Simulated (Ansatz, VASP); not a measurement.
# ZnS: 3 runs at one level of theory

The starting cell:

```
Zn S
1.0
     0.00000    2.70200    2.70200
     2.70200    0.00000    2.70200
     2.70200    2.70200    0.00000
Zn S
1 1
Direct
  0.75000 0.75000 0.75000
  0.00000 0.00000 0.00000
```

Alike in all runs: task relaxation of cell and atoms; functional PBEsol; k mesh 9 × 9 × 9; occupations fermi-dirac, width 0.05 eV; no spin polarisation; no spin-orbit coupling.

```
                        program and potentials  plane-wave cutoff (eV)                                                 notes  equilibrium volume (Å³/atom)
                            Ansatz, Ansatz PAW                     420  potentials made for PBE, which Ansatz adapts in part                         19.20
Ansatz, all-electron LAPW, scalar-relativistic                       -                                                     -                         19.20
             VASP, PBE PAW files S, Zn, 600 eV                     600                               potentials made for PBE                         19.26
```

The equilibrium volume spans 19.20 (Ansatz, Ansatz PAW) to 19.26 Å³/atom (VASP, PBE PAW files S, Zn, 600 eV), with all-electron results at 19.20. Relaxations stop with a little pressure left, so the last digit of a volume isn't settled.

The functional is the same throughout but for its coding, so the spread measures potentials, basis and numerics; runs on potential files found faulty are left out.
